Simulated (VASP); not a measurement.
A run of VASP 6.6.1 is set up as follows.

Contents of INCAR:

```
SYSTEM = GaSb
PREC = Accurate ; ENCUT = 500
EDIFF = 1E-6 ; ISMEAR = 0
SIGMA = 0.05 ; LREAL = .False.
LASPH = .True. ; NELM = 120
ALGO = Normal ; ISIF = 2
LWAVE = .False. ; LCHARG = .True.
GGA = RE ; IVDW = 13
LELF = .True. ; LVHAR = .True.
NBANDS = 16 ; GGA_COMPAT = .False.
```

File KPOINTS:

```
regular mesh
0
Gamma
  6 6 6
  0 0 0
```

POSCAR

```
GaSb
1.0
    0.0000000000      3.0590005565      3.0590005565
    3.0590005565      0.0000000000      3.0590005565
    3.0590005565      3.0590005565      0.0000000000
Ga Sb
1 1
Direct
    0.0000000000      0.0000000000      0.0000000000
    0.7500000000      0.7500000000      0.7500000000
```

Potentials or basis: VASP PAW PBE potentials, release 64 (Ga_d, Sb).

Command:

```console
$ cat potpaw_PBE.64/Ga_d/POTCAR potpaw_PBE.64/Sb/POTCAR > POTCAR
$ mpirun -np 1 vasp_std > vasp.out
```

Question: Estimate the pressure.

Answer: -0.6 GPa.

Question: Estimate the band gap on the k mesh.

Answer: 0.11 eV, direct.

Question: Estimate the dispersion energy per atom.

Answer: -0.661 eV.

Caveat: the PAW data sets were made with another functional, which shifts forces and pressure a little; spin-orbit coupling is left out, which moves the levels of the heavy elements.

**The experiment to reproduce.**

A printed reference work, data compilation reports, for a bulk crystal of GaSb at 4.2 K: band gap 0.811 eV (direct).

Against the measured gap of GaSb, 0.811 eV (direct; 4.2 K; a printed reference work, data compilation), the calculated 0.11 eV is off by -0.71 eV. Spin-orbit coupling on Ga, Sb is left out. The value is that of revPBE+D4 on a finite k mesh, which can miss the band edges, without temperature or zero-point motion. Semilocal functionals fall short of measured gaps as a rule.
